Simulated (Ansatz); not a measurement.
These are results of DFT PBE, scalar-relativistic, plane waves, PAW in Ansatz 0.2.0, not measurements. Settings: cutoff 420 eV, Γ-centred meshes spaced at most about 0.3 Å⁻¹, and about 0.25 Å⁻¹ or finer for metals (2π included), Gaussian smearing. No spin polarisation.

All energies are static (0 K, no zero-point motion).

Compare these two cells of Sn2Se, each relaxed at this level.

A.

```yaml
crystal:
  lattice:
    - [5.60551, 0.00000, 0.00000]
    - [-2.80275, 4.85451, 0.00000]
    - [0.00000, 0.00000, 2.95809]
  atoms:
    - { symbol: Sn, position: [0.33333, 0.66667, 0.00000] }
    - { symbol: Sn, position: [0.66667, 0.33333, 0.00000] }
    - { symbol: Se, position: [0.00000, 0.00000, 0.00000] }
```

B.

```yaml
crystal:
  lattice:
    - [3.24841, 0.00000, 0.00000]
    - [-1.62420, 2.81320, 0.00000]
    - [0.00000, 0.00000, 8.87827]
  atoms:
    - { symbol: Sn, position: [0.00000, 0.00000, 0.81791] }
    - { symbol: Sn, position: [0.00000, 0.00000, 0.18209] }
    - { symbol: Se, position: [0.00000, 0.00000, 0.50000] }
```

Question: Which arrangement of the elements on these sites is preferred, and by what margin?

Answer: A is lower, by 78 meV/atom. The two share one framework of sites and differ in which element sits where. A has space group P6/mmm (No. 191), 26.8 Å³/atom and no gap on its mesh; B has space group P6/mmm (No. 191), 27.0 Å³/atom and no gap. Counting Se atoms around Sn (those within 1.25 times the shortest such distance or 1.15 times the sum of covalent radii; the shortest distance is added where it is long for a bond), A has Sn 3 from 3.2 Å and B has Sn 1. Even the lower one lies +0.03 eV/atom against the reference forms of the elements (uncorrected), so neither is stable at this level. Both come from invented guesses. The lowest form computed isn't among them: it has space group P4/nmm (No. 129), 28.1 Å³/atom and lies 244 meV/atom below the best shown.

Cells relaxed within their symmetry can be saddle points.
